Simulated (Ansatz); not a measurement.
## C: band structure with PBE

The system is C.

```xyz
2
Lattice="0.0000 1.7834 1.7834 1.7834 0.0000 1.7834 1.7834 1.7834 0.0000" Properties=species:S:1:pos:R:3 pbc="T T T"
C     2.6751    2.6751    2.6751
C     1.7834    1.7834    1.7834
```

This isn't the form of C at room conditions, which is graphite.

```json
{
  "Program": "Ansatz 0.2.0",
  "Task": "band structure",
  "Functional": "PBE",
  "Potentials or basis": "Ansatz PAW",
  "Cutoff": "420 eV (not typed: the program's choice for these potentials)",
  "k mesh": "13 × 13 × 13",
  "Occupations": "fermi-dirac, width 0.05 eV",
  "Spin": "no spin polarisation",
  "Path": "[[\"G\", \"X\", \"W\", \"K\", \"G\", \"L\", \"U\", \"W\", \"L\", \"K\"], [\"U\", \"X\"]]",
  "Points for each segment of the path": "14"
}
```

```yaml
Pressure: 1.8 GPa
Band_gap_on_the_k_mesh: 4.15 eV, indirect (least direct gap 5.59 eV)
Band_gap_along_the_path: 4.14 eV, indirect (least direct gap 5.59 eV)
```

Levels at the corners of the path, in eV from the valence-band top:
```tsv
point	band 1	band 2	band 3	band 4	band 5	band 6	band 7	band 8
Γ	-21.48	0.00	0.00	0.00	5.59	5.59	5.59	13.28
X	-12.77	-12.77	-6.31	-6.31	4.77	4.77	16.80	16.80
W	-11.98	-11.98	-8.33	-8.33	10.62	10.62	12.30	12.30
K	-12.98	-11.74	-9.32	-5.37	5.68	10.74	14.36	15.61
Γ	-21.48	0.00	0.00	0.00	5.59	5.59	5.59	13.28
L	-15.70	-13.38	-2.81	-2.81	8.47	8.47	8.83	15.68
U	-12.98	-11.74	-9.32	-5.37	5.68	10.74	14.36	15.61
W	-11.98	-11.98	-8.33	-8.33	10.62	10.62	12.30	12.30
L	-15.70	-13.38	-2.81	-2.81	8.47	8.47	8.83	15.68
K	-12.98	-11.74	-9.32	-5.37	5.68	10.74	14.36	15.61
U	-12.98	-11.74	-9.32	-5.37	5.68	10.74	14.36	15.61
X	-12.77	-12.77	-6.31	-6.31	4.77	4.77	16.80	16.80
```

It took 0.66 s on 2 threads of Arm Neoverse V2, on a shared host, peak memory 0.24 GiB.

Caveat: the pressure holds a Pulay correction of +1.0 GPa for the finite cutoff. PBE gaps usually lie below the measured ones, often by a third to a half.
